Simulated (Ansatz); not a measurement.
Independent-particle absorption of SiO$_{2}$ (P6_322, a = 5.099 Å, b = 5.099 Å, c = 8.629 Å, α = 90.00°, β = 90.00°, γ = 120.00°), no local fields or excitons, 0.1 eV broadening. Method: Ansatz, DFT PBE, scalar-relativistic, plane waves, PAW.

Plane waves to 420 eV, a k mesh through Γ of 6×6×4 on the computed 12-atom cell and Gaussian smearing (0.02 eV); no spin polarisation. The spectrum is summed on a 9×9×6 mesh.

```
CELL_PARAMETERS angstrom
5.09930 0.00000 0.00000
-2.54965 4.41613 0.00000
0.00000 0.00000 8.62857
ATOMIC_POSITIONS crystal
Si 0.66667 0.33333 0.93720
Si 0.66667 0.33333 0.56280
Si 0.33333 0.66667 0.06280
Si 0.33333 0.66667 0.43720
O 0.00000 0.41738 0.00000
O 0.41738 0.41738 0.50000
O 0.58262 0.00000 0.50000
O 0.58262 0.58262 0.00000
O 0.00000 0.58262 0.50000
O 0.66667 0.33333 0.75000
O 0.33333 0.66667 0.25000
O 0.41738 0.00000 0.00000
```

photon energy (eV), ε2,zz and a bar:
```
      0.0       0.00
      0.4       0.00
      0.8       0.00
      1.2       0.00
      1.6       0.00
      2.0       0.00
      2.4       0.00
      2.8       0.00
      3.2       0.00
      3.6       0.00
      4.0       0.00
      4.4       0.00
      4.8       0.00
      5.2       0.00
      5.6       0.00
      6.0       0.00
      6.4       0.01
      6.8       0.03
      7.2       0.06 #
      7.6       0.42 ####
      8.0       0.73 ######
      8.4       1.09 ##########
      8.8       1.61 ##############
      9.2       2.64 #######################
      9.6       3.40 ##############################
     10.0       2.85 #########################
     10.4       1.65 ###############
     10.8       1.48 #############
     11.2       1.49 #############
     11.6       1.93 #################
     12.0       1.86 ################
     12.4       1.27 ###########
     12.8       1.12 ##########
     13.2       1.48 #############
     13.6       1.91 #################
     14.0       1.41 ############
```

The strongest peak lies near 9.4 eV. ε∞ (xx, yy, zz) = 2.3, 2.3, 2.3.

This form isn't the usual stable structure of the compound.

Cost: 1 run of about 9 core-minutes, on Intel Xeon Platinum 8259CL (Skylake/Cascade Lake) (shared hosts).